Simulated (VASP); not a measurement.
The system is SnO2 (Cassiterite).

```
Sn O
1.0
     4.73800    0.00000    0.00000
     0.00000    4.73800    0.00000
     0.00000    0.00000    3.18650
Sn O
2 4
Direct
  0.50000 0.50000 0.50000
  0.00000 0.00000 0.00000
  0.80710 0.19290 0.50000
  0.69290 0.69290 0.00000
  0.19290 0.80710 0.50000
  0.30710 0.30710 0.00000
```

| Item | Value |
| --- | --- |
| Program | VASP 6.6.1 |
| Task | relaxation of cell and atoms |
| Functional | PBE |
| Potentials or basis | VASP PAW PBE potentials, release 64 (Sn_d, O_s) |
| Cutoff | 480 eV |
| k mesh | 6 × 6 × 8 |
| Occupations | fermi-dirac, width 0.05 eV |
| Spin | no spin polarisation |

At the start: pressure 11.8 GPa; volume 11.92 Å³/atom.

Task: Where does the relaxation end?

Result: Over 5 steps the energy falls by 24.1 meV/atom and the volume is 12.60 Å³/atom (+5.7 %); space group P4_2/mnm (No. 136, to 0.05 Å).

Step by step:
```csv
step,energy change (eV),largest force (eV/Å),pressure (GPa),volume (Å³)
1,0.0000,0.3058,11.75,71.53
2,0.0709,0.3690,-10.83,80.97
3,-0.1431,0.0623,-0.02,75.53
4,-0.1432,0.0563,0.19,75.45
5,-0.1445,0.0030,0.06,75.58
```

Final structure:
```cif
data_structure
_symmetry_space_group_name_H-M 'P 1'
_symmetry_Int_Tables_number 1
_cell_length_a 4.8234
_cell_length_b 4.8234
_cell_length_c 3.2488
_cell_angle_alpha 90.000
_cell_angle_beta 90.000
_cell_angle_gamma 90.000
_cell_volume 75.58
loop_
_atom_site_label
_atom_site_type_symbol
_atom_site_fract_x
_atom_site_fract_y
_atom_site_fract_z
_atom_site_occupancy
Sn1 Sn 0.50000 0.50000 0.50000 1
Sn2 Sn 0.00000 0.00000 0.00000 1
O1 O 0.80647 0.19353 0.50000 1
O2 O 0.69353 0.69353 0.00000 1
O3 O 0.19353 0.80647 0.50000 1
O4 O 0.30647 0.30647 0.00000 1
```
